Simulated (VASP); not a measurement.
# NiO: relaxed cell and band gap, by functional

NiO, Fm-3m (no. 225), 2 atoms in the cell.

| Functional | Volume (Å³/atom) | Change from the starting volume (fraction) | Gap, path and mesh (eV) | Moment (μB/cell) | Time (s) |
|---|---|---|---|---|---|
| XC = PE PS, XC_C = 1 0 | 9.38 | 0.034 | 0.00 | 1.86 | 241 |
| XC = PE PS, XC_C = 0.75 0.25 | 9.01 | -0.007 | 0.00 | 1.21 | 68 |
| XC = PE PS, XC_C = 0.5 0.5 | 8.86 | -0.024 | 0.00 | 1.02 | 82 |
| XC = PE PS, XC_C = 0.25 0.75 | 8.71 | -0.040 | 0.00 | 0.73 | 78 |
| XC = PE PS, XC_C = 0 1 | 8.61 | -0.051 | 0.00 | 0.73 | 82 |

Limits: Only a ferromagnetic start was run; another order may lie lower and have another gap; semilocal functionals often give no gap for transition-metal compounds that are insulators.

## Input of the first row

INCAR.step1:
```
SYSTEM = NiO
  PREC = Accurate
  ENCUT = 600
  EDIFF = 1E-7
  ISMEAR = 0
  SIGMA = 0.02
  LREAL = .FALSE.
  LASPH = .TRUE.
  GGA_COMPAT = .FALSE.
  ALGO = Normal
  NELM = 150
  ISIF = 3
  LWAVE = .FALSE.
  LCHARG = .FALSE.
  ISPIN = 2
  MAGMOM = 1 0
  LORBIT = 11
  LMAXMIX = 4
  XC = PE PS
  XC_C = 1 0
  IBRION = 2
  EDIFFG = -0.005
  NSW = 60
  KPAR = 2
```

INCAR.step2, as INCAR.step1 but for:
```
- NSW = 60
+ NSW = 40
```

INCAR.step3, as INCAR.step2 but for:
```
- ISIF = 3
- IBRION = 2
- EDIFFG = -0.005
- NSW = 40
+ ISIF = 2
+ NBANDS = 19
```

KPOINTS:
```
k-points
0
Gamma
  8 8 8
```

KPOINTS_OPT:
```
path GXWKGLUWLK,UX
8
line-mode
reciprocal
 0.0000000000  0.0000000000  0.0000000000  G
 0.5000000000  0.0000000000  0.5000000000  X

 0.5000000000  0.0000000000  0.5000000000  X
 0.5000000000  0.2500000000  0.7500000000  W

 0.5000000000  0.2500000000  0.7500000000  W
 0.3750000000  0.3750000000  0.7500000000  K

 0.3750000000  0.3750000000  0.7500000000  K
 0.0000000000  0.0000000000  0.0000000000  G

 0.0000000000  0.0000000000  0.0000000000  G
 0.5000000000  0.5000000000  0.5000000000  L

 0.5000000000  0.5000000000  0.5000000000  L
 0.6250000000  0.2500000000  0.6250000000  U

 0.6250000000  0.2500000000  0.6250000000  U
 0.5000000000  0.2500000000  0.7500000000  W

 0.5000000000  0.2500000000  0.7500000000  W
 0.5000000000  0.5000000000  0.5000000000  L

 0.5000000000  0.5000000000  0.5000000000  L
 0.3750000000  0.3750000000  0.7500000000  K

 0.6250000000  0.2500000000  0.6250000000  U
 0.5000000000  0.0000000000  0.5000000000  X
```

POSCAR.step1:
```
NiO
1.0
    0.0000000000      2.0859016414      2.0859016414
    2.0859016414      0.0000000000      2.0859016414
    2.0859016414      2.0859016414      0.0000000000
Ni O
1 1
Direct
    0.0000000000      0.0000000000      0.0000000000
    0.5000000000      0.5000000000      0.5000000000
```

Commands (each step's output is kept before the next begins):
```
cat potpaw_PBE.64/Ni/POTCAR potpaw_PBE.64/O/POTCAR > POTCAR
cp INCAR.step1 INCAR
cp POSCAR.step1 POSCAR
mpirun -np 2 vasp_std > vasp.out
cp CONTCAR POSCAR
rm WAVECAR CHG
cp INCAR.step2 INCAR
mpirun -np 2 vasp_std > vasp.out
cp CONTCAR POSCAR
rm WAVECAR CHG
cp INCAR.step3 INCAR
mpirun -np 2 vasp_std > vasp.out
```

Changes of the last row against the first:
```
(all steps)
- XC_C = 1 0
+ XC_C = 0 1
```

VASP 6.6.1 took 241 s on 2 cores (Intel Xeon Platinum 8375C @ 2.90GHz (Ice Lake)), a shared host.
